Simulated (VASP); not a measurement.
## A VASP 6.6.1 single-point calculation on SnTe

INCAR

```
PREC = Accurate
ISMEAR = 2
EDIFF = 1E-7
NBANDS = 17
LASPH = .TRUE.
ENCUT = 520
LCHARG = .FALSE.
NSW = 0
METAGGA = MBJ
LREAL = .FALSE.
LWAVE = .FALSE.
NELM = 120
IBRION = -1
SIGMA = 0.1
ISIF = 2
```

KPOINTS

```
KPOINTS created by Atomic Simulation Environment
0
Gamma
8 8 8
0 0 0
```

POSCAR

```
Sn Te
 1.0000000000000000
     0.0000000000000000    3.2850102558000001    3.1814387181999999
     3.2850102558000001    0.0000000000000000    3.1814387181999999
     3.2850102558000001    3.2850102558000001    0.0000000000000000
 Sn  Te
   1   1
Cartesian
  0.0000000000000000  0.0000000000000000  0.0000000000000000
  3.2850102558000001  3.2850102558000001  3.1814387181999990
```

The recommended PBE PAW datasets give the neutral cell 20 valence electrons.

Command

```
mpirun -np 1 vasp_std
```

OSZICAR

```
N       E                     dE             d eps       ncg     rms          rms(c)
DAV:   1     0.745934266145E+03    0.74593E+03   -0.92190E+03  2022   0.129E+03
DAV:   2     0.627692737844E+03   -0.11824E+03   -0.11519E+03  2177   0.314E+02
DAV:   3     0.617356645552E+03   -0.10336E+02   -0.10221E+02  2451   0.849E+01
DAV:   4     0.617046929702E+03   -0.30972E+00   -0.30948E+00  2488   0.154E+01
DAV:   5     0.617032810516E+03   -0.14119E-01   -0.14117E-01  2933   0.300E+00    0.550E+00
DAV:   6     0.617242967603E+03    0.21016E+00   -0.64151E+00  2571   0.237E+01    0.290E+00
DAV:   7     0.617758102692E+03    0.51514E+00   -0.82857E-01  2075   0.609E+00    0.169E+00
DAV:   8     0.617801481468E+03    0.43379E-01   -0.17536E-01  2292   0.333E+00    0.123E+00
DAV:   9     0.618006871179E+03    0.20539E+00   -0.56041E-02  2534   0.230E+00    0.696E-01
DAV:  10     0.618018264058E+03    0.11393E-01   -0.17275E-02  2679   0.131E+00    0.701E-01
...
DAV:  30     0.618102058733E+03   -0.51833E-04   -0.33379E-09  1062   0.395E-04    0.218E-04
DAV:  31     0.618102046952E+03   -0.11781E-04   -0.17332E-09  1057   0.283E-04    0.195E-04
DAV:  32     0.618102028155E+03   -0.18797E-04   -0.61686E-10  1057   0.161E-04    0.704E-05
DAV:  33     0.618102022464E+03   -0.56910E-05   -0.39367E-10  1057   0.138E-04    0.724E-05
DAV:  34     0.618102018414E+03   -0.40493E-05   -0.51201E-11  1055   0.586E-05    0.593E-05
DAV:  35     0.618102018733E+03    0.31879E-06   -0.20094E-11  1051   0.364E-05    0.677E-05
DAV:  36     0.618102017264E+03   -0.14694E-05   -0.10949E-11  1049   0.252E-05    0.623E-05
DAV:  37     0.618102016972E+03   -0.29162E-06   -0.88356E-12  1048   0.171E-05    0.629E-05
DAV:  38     0.618102016890E+03   -0.82227E-07   -0.93880E-13  1048   0.105E-05
   1 F= 0.61810202E+03 E0= 0.61810201E+03  d E =0.422317E-04
```

It converged. Results: gap between bands v and c on the k mesh 0.38 eV; least direct gap on the k mesh 0.38 eV. Band v is the last that the valence electrons fill when counted band by band, and c is the next.

The MBJ potential has no energy functional, so only its levels carry meaning.

For comparison, a separate PBE run of the intended cell, on usual settings and not on those above, gives a gap of 0.12 eV on its mesh and a pressure of -1.4 GPa.

The run above took about 3.7 min on one core of a shared host (Intel Xeon Platinum 8488C) and held 0.26 GiB at most.
